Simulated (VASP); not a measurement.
Write the native input for VASP 6.6.1 that does the following.

```yaml
Task: single point
Functional: PBE
Potentials_or_basis: VASP PAW PBE potentials, release 64 (Si, N)
Cutoff: 520 eV
k_mesh: 4 × 4 × 4
Occupations: gaussian, width 0.1 eV
Spin: no spin polarisation
Dipole_correction: no
Further_INCAR_settings: ALGO = Fast; EDIFF = 1e-06; NBANDS = 45
```

The structure of Si3N4 lies in POSCAR:

```
Si3N4
1.0
   -3.2373500000      3.2373500000      3.2373500000
    3.2373500000     -3.2373500000      3.2373500000
    3.2373500000      3.2373500000     -3.2373500000
Si N
6 8
Direct
    0.2500000000      0.1250000000      0.8750000000
    0.8750000000      0.2500000000      0.1250000000
    0.7500000000      0.3750000000      0.6250000000
    0.6250000000      0.7500000000      0.3750000000
    0.1250000000      0.8750000000      0.2500000000
    0.3750000000      0.6250000000      0.7500000000
    0.5628000000      0.5628000000      0.5628000000
    0.4372000000      0.5000000000      0.0000000000
    0.5000000000      0.0000000000      0.9372000000
    0.0000000000      0.4372000000      0.5000000000
    0.9372000000      0.5000000000      0.0000000000
    0.0628000000      0.0628000000      0.0628000000
    0.0000000000      0.9372000000      0.5000000000
    0.5000000000      0.0000000000      0.4372000000
```

Measurements of this composition are mostly on another form, of space group No. 176.

One way to write it, as run:

INCAR

```
  PREC = Accurate
  ENCUT = 520
  EDIFF = 1E-6
  ISMEAR = 0
  SIGMA = 0.1
  LREAL = False
  LASPH = True
  NELM = 100
  ALGO = Fast
  ISIF = 2
  LWAVE = False
  LCHARG = False
  GGA = PE
  NBANDS = 45
```

KPOINTS

```
Automatic mesh
0
Gamma
  4 4 4
```

Potentials or basis: VASP PAW PBE potentials, release 64 (Si, N).

Launch:

```console
$ cat potpaw_PBE.64/Si/POTCAR potpaw_PBE.64/N/POTCAR > POTCAR
$ mpirun -np 1 vasp_std > vasp.out
```

Results of the run:

```
Pressure               : 1.6 GPa
Largest force          : 0.016 eV/Å
Band gap on the k mesh : 4.12 eV, indirect (least direct gap 4.28 eV)
```

Run time: 2.3 min on 1 thread of Intel(R) Xeon(R) Platinum 8375C CPU @ 2.90GHz (Ice Lake), on a shared host, peak memory 0.25 GiB.
